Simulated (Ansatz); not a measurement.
A run of Ansatz 0.2.0 is set up as follows.

The input input.yaml:

```yaml
crystal:
  lattice:
    - [3.076, 0.0, 0.0]
    - [-1.538, 2.663894142, 0.0]
    - [0.0, 0.0, 5.048]
  atoms:
    - { symbol: Si, position: [0.6666666667, 0.3333333333, 0.5] }
    - { symbol: Si, position: [0.3333333333, 0.6666666667, 0.0] }
    - { symbol: C, position: [0.6666666667, 0.3333333333, 0.885] }
    - { symbol: C, position: [0.3333333333, 0.6666666667, 0.385] }
hamiltonian:
  xc: pbe
  pseudopotentials: { kind: paw }
  dispersion: d4
kpoints:
  mp_grid: { grid: [10, 10, 5] }
scf:
  occupations: { method: fermi_dirac, width: 0.05 }
output:
  forces: true
  stress: true
  write_density: true
  write_potential: true
  elf: true
  volumetric_format: npy
relax:
  f_tol: 0.01
  max_steps: 40
  cell: { stress_tol: 0.05 }
```

Potentials or basis: Ansatz PAW.

Launch:

```console
$ ansatz run input.yaml --threads 2 --pin off --max-ram 5120MiB --backend cpu --events-out ev --progress --plain --runs-dir out
```

Q: What does it give for the relaxed cell?

A: a = 3.072 Å, b = 3.072 Å, c = 5.042 Å, α = 90.00°, β = 90.00°, γ = 120.00°.

Q: Predict the relaxed volume.

A: 10.30 Å³/atom.

Q: Estimate the band gap on the k mesh.

A: 2.43 eV, indirect (least direct gap 3.98 eV).

The path:
```
step  energy change (eV)  largest force (eV/Å)  volume (Å³)
   1              0.0000                0.7388        41.36
   2             -0.0210                0.4369        41.29
   3             -0.0362                0.0010        41.20
   4             -0.0362                0.0003        41.21
   5             -0.0359                0.0003        41.21
```

Caveat: odd divisions of the mesh miss points on the zone boundary, where band edges often lie, so the gap on the mesh can be too wide; the plane-wave basis is chosen anew once the cell has moved, so the energies of steps on either side of that aren't comparable. Expect the measured gap to be larger: semilocal functionals such as PBE lack the derivative discontinuity.
